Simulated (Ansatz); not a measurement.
## NiO2: equation of state with r2SCAN

The system is NiO2.

```
CELL_PARAMETERS angstrom
2.79878 0.00000 0.00000
-1.39939 2.42382 0.00000
0.00000 0.00000 4.61827
ATOMIC_POSITIONS crystal
Ni 0.00000 0.00000 0.50000
O 0.33333 0.66667 0.29396
O 0.66667 0.33333 0.70604
```

The cell comes from a database or a generator and needn't be the stable form of this composition.

```yaml
Program: Ansatz 0.2.0
Task: equation of state
Functional: r2SCAN
Potentials_or_basis: Ansatz PAW
Cutoff: 500 eV
Density_cutoff: 2000 eV
k_mesh: 11 × 11 × 6
Occupations: fermi-dirac, width 0.05 eV
Spin: collinear spin, ferromagnetic start
Starting_moments: "[1.0, 0.0, 0.0] μB"
```

| Property | Result |
| --- | --- |
| Equilibrium volume | 10.16 Å³/atom |
| Bulk modulus at fixed shape and positions | 212 GPa |
| Pressure derivative of the bulk modulus | 4.6 |

Energy against volume, from the lowest point:
```
volume (Å³/atom)  energy (meV/atom)
           9.816               8.02
          10.025               0.93
          10.234               0.00
          10.443               4.53
          10.652              13.97
          10.861              27.77
          11.070              45.45
```

All runs of the series together: 84 s on 2 threads of Arm Neoverse V2, with other jobs on the host.

Caveat: the magnetic or orbital state may not be the lowest; the cell was scaled at fixed shape and fractional positions, which overstates the stiffness of a crystal with free parameters, most of all of layers and chains; the PAW data sets were made with another functional, which shifts forces and pressure a little.
